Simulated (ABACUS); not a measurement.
A run of ABACUS 3.10.1:

File INPUT:

```
INPUT_PARAMETERS
suffix              TiB2
calculation         scf
basis_type          lcao
pseudo_dir          ./
orbital_dir         ./
symmetry            1
dft_functional      pbe
ecutwfc             100
pseudo_rcut         10
nspin               1
nbands              13
ks_solver           genelpa
smearing_method     fd
smearing_sigma      0.00367493
scf_thr             1e-07
scf_nmax            100
mixing_type         broyden
mixing_beta         0.7
cal_force           1
cal_stress          1
out_mul             1
out_chg             1
out_pot             2
out_elf             1
```

STRU

```
ATOMIC_SPECIES
Ti 47.8670 Ti.upf
B 10.8100 B.upf

NUMERICAL_ORBITAL
Ti_confined-atom_7au_3s2p2d1f.orb
B_confined-atom_7au_2s2p1d.orb

LATTICE_CONSTANT
1.8897261246

LATTICE_VECTORS
3.0292000000 0.0000000000 0.0000000000
-1.5146000000 2.6233641531 0.0000000000
0.0000000000 0.0000000000 3.2284000000

ATOMIC_POSITIONS
Direct

Ti
0.0
1
-0.0033710000 -0.0139150000 -0.0152660000 1 1 1

B
0.0
2
0.6563980000 0.3134780000 0.5027410000 1 1 1
0.3314890000 0.6664920000 0.4940860000 1 1 1
```

File KPT:

```
K_POINTS
0
Gamma
10 10 8 0 0 0
```

Potentials or basis: PseudoDojo NC SR 0.4.1 PBE standard, DZP LCAO (the cutoffs set its grid).

Launch:

```console
$ OMP_NUM_THREADS=1 mpirun -np 4 abacus > log
```

Hardware: 4 MPI ranks on AMD EPYC 7B13 (Zen 3), with other jobs on the host.

Problem. How long does it take, and how much memory?

Solution. Run time: 18 s on 4 MPI ranks on AMD EPYC 7B13 (Zen 3), with other jobs on the host, peak memory 0.52 GiB a rank. Counts: scf iterations 10, k points 404, bands 13, basis 52, ranks 4.
